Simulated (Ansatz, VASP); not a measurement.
## SiO2 in VASP and in Ansatz

```xyz
6
Lattice="-2.6194 2.6194 3.7376 2.6194 -2.6194 3.7376 2.6194 2.6194 -3.7376" Properties=species:S:1:pos:R:3 pbc="T T T"
Si    0.0000    0.0000    0.0000
Si    0.0000    2.6194    1.8688
O     1.3097    2.8571    2.8032
O     0.2377    1.3097    0.9344
O    -1.3097    2.3817    2.8032
O    -0.2377    3.9291    0.9344
```

Alike in both runs: functional PBE; k mesh 6 × 6 × 6; occupations gaussian, width 0.02 eV; no spin polarisation.

Ansatz relaxed the structure, and its values are those at the end. VASP's run is a single point on that final structure, the one shown.

|  | VASP | Ansatz |
| --- | --- | --- |
| version | VASP 6.6.1 | Ansatz 0.2.0 |
| potentials or method | VASP PAW PBE potentials, release 64 (Si, O) | scalar-relativistic, plane waves, PAW |
| plane-wave cutoff (eV) | 520 | 420 |
| valence electrons in the cell | 32 | 32 |

VASP gave:

```
gap on the k mesh at the Fermi level (eV) : 5.40
least direct gap on the mesh (eV)         : 5.40
pressure (GPa)                            : -2.1
rms of the force components (eV/Å)        : 0.003
```

**Question.** Which values does Ansatz return?

**Answer.** gap on the k mesh at the Fermi level (eV): 5.40; least direct gap on the mesh (eV): 5.40; pressure (GPa): -2.1; rms of the force components (eV/Å): 0.001.

The functional is the same, so the differences come from potentials, cutoffs and numerics.

A k mesh can miss the band edges.
